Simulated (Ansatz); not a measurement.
# InSb: how much relativity matters

What happens to InSb at a fixed cell under these changes: no relativity; spin-orbit coupling on?

Program: Ansatz 0.2.0. Level of theory: DFT, at the level named in each step. These are calculated values, not measurements.

### Step 1. The system as given

It takes space group F-43m (No. 216, cubic). The conventional cell has a = 6.478 Å, b = 6.478 Å, c = 6.478 Å, α = 90.00°, β = 90.00°, γ = 90.00°. In (site symmetry -43m) has 4 Sb at 2.81 Å as nearest neighbours. Sb (site symmetry -43m) is surrounded by 4 In at 2.81 Å.

Coordinates:

```
CELL_PARAMETERS angstrom
0.00000 3.23910 3.23910
3.23910 0.00000 3.23910
3.23910 3.23910 0.00000
ATOMIC_POSITIONS crystal
In 0.00000 0.00000 0.00000
Sb 0.75000 0.75000 0.75000
```

The geometry is a database entry used as it stands. It may stem from high pressure or temperature, or be incomplete, so it serves as a test cell.

Atoms are numbered in the order of the input: In1, Sb2.

### Step 2. No relativity, LAPW

Input file input.yaml:

```yaml
crystal:
  lattice:
    - [0.0, 3.2391, 3.2391]
    - [3.2391, 0.0, 3.2391]
    - [3.2391, 3.2391, 0.0]
  atoms:
    - { symbol: In, position: [0.0, 0.0, 0.0] }
    - { symbol: Sb, position: [0.75, 0.75, 0.75] }
kpoints:
  mp_grid: { grid: [9, 9, 9] }
  band_path:
    path:
      - [0.0, 0.0, 0.0]
      - [-0.5, -0.5, 0.0]
      - [-0.375, -0.375, 0.25]
      - [-0.375, 0.0, 0.375]
      - [0.0, 0.0, 0.0]
      - [0.0, 0.0, 0.5]
      - [-0.5, -0.25, 0.25]
      - [-0.5, -0.5, 0.0]
    npoints: 5
scf:
  occupations: { method: fermi_dirac, width: 0.05 }
hamiltonian:
  xc: pbe
  pseudopotentials:
    kind: all_electron
    lapw: { basis_error: 0.00025 }
    relativity: none
output:
  forces: true
  stress: true
  eigenvalues: true
```

### Step 3. Spin-orbit coupling on, LAPW

Changes to input.yaml since step 2:

```diff
@@ -25,6 +25,3 @@
   xc: pbe
-  pseudopotentials:
-    kind: all_electron
-    lapw: { basis_error: 0.00025 }
-    relativity: none
+  pseudopotentials: { kind: all_electron, lapw: { basis_error: 0.00025 } }
 output:
@@ -33 +30,4 @@
   eigenvalues: true
+magnetization:
+  noncollinear: true
+  spin_orbit: true
```

### Step 4. Spin-orbit coupling on, PAW

Changes to input.yaml since step 3:

```diff
@@ -25,3 +25,3 @@
   xc: pbe
-  pseudopotentials: { kind: all_electron, lapw: { basis_error: 0.00025 } }
+  pseudopotentials: { kind: paw_fr }
 output:
@@ -30,2 +30,3 @@
   eigenvalues: true
+  efg: { contact_densities: true }
 magnetization:
```

(Steps that only read results are left out.)

What does the calculation give? Wanted: pressure, no relativity, LAPW; pressure, spin-orbit coupling on, LAPW.

**Answer**, as computed:

```
                              quantity     value
         pressure, no relativity, LAPW  4.34 GPa
pressure, spin-orbit coupling on, LAPW  3.14 GPa
```

Going from no relativity to the run with spin-orbit coupling (scalar and spin-orbit effects together) moves the pressure by -1.20 GPa and the gap from 1.20 to none; the heaviest element has Z = 51. With spin-orbit coupling, PAW lies less than 0.01 GPa from LAPW in pressure.
